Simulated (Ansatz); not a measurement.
WS2:

```
CELL_PARAMETERS angstrom
3.40622 0.00000 0.00000
0.00000 3.40622 0.00000
0.00000 0.00000 10.75728
ATOMIC_POSITIONS crystal
W 0.50000 0.50000 0.50000
S 0.50000 0.50000 0.91552
S 0.50000 0.50000 0.08448
```

The cell was built by a generator and needn't be a form met in nature.

| Quantity | Value |
| --- | --- |
| Program | Ansatz 0.2.0 |
| Task | relaxation of cell and atoms |
| Functional | LDA |
| Potentials or basis | all-electron LAPW, scalar-relativistic |
| Basis error allowed | 0.002 eV/atom |
| k mesh | 6 × 6 × 2 |
| Occupations | fermi-dirac, width 0.05 eV |
| Spin | no spin polarisation |

At the start: volume 41.60 Å³/atom.

How do energy, volume and symmetry change on relaxing?

Over 24 steps the energy falls by 2544.7 meV/atom and the volume is 17.25 Å³/atom (-58.5 %); space group P4/mmm (No. 123, to 0.05 Å).

Step by step:
```
step  energy change (eV)  largest force (eV/Å)  volume (Å³)
   1              0.0000                2.6569       124.81
   2             -1.2427                0.3340       112.75
   3             -2.3899                0.7421       101.58
   4             -3.4679                0.8810        90.69
   5             -4.3401                0.5482        80.12
   6             -4.7090                2.2901        69.99
   7             -4.8479                1.8310        65.32
   8             -5.0973                1.4090        61.85
   9             -5.3121                0.2280        55.99
  10             -5.6121                0.5501        53.94
  11             -6.0617                1.5145        51.06
  12             -6.6359                2.1115        48.10
  13             -6.9497                0.9918        45.55
  14             -7.1865                0.4755        47.39
  15             -7.3528                0.7182        48.87
  16             -7.4888                0.1214        49.64
  17             -7.6191                0.1167        51.59
  18             -7.6248                0.0392        52.63
  19             -7.6256                0.0408        52.32
  20             -7.6264                0.0075        51.58
  21             -7.6266                0.0032        51.52
  22             -7.6270                0.0034        51.76
  23             -7.6270                0.0021        51.76
  24             -7.6340                0.0022        51.76
```

Final structure:
```xyz
3
Lattice="2.5188 0.0000 0.0000 0.0000 2.5188 0.0000 0.0000 0.0000 8.1588" Properties=species:S:1:pos:R:3 pbc="T T T"
W     1.2594    1.2594    4.0794
S     1.2594    1.2594    6.5163
S     1.2594    1.2594    1.6425
```

Caveat: the k mesh is thin for a metal, which can move the energy by tens of meV per atom; the volume moved by over 15 % at a fixed basis, so the end points are rough.
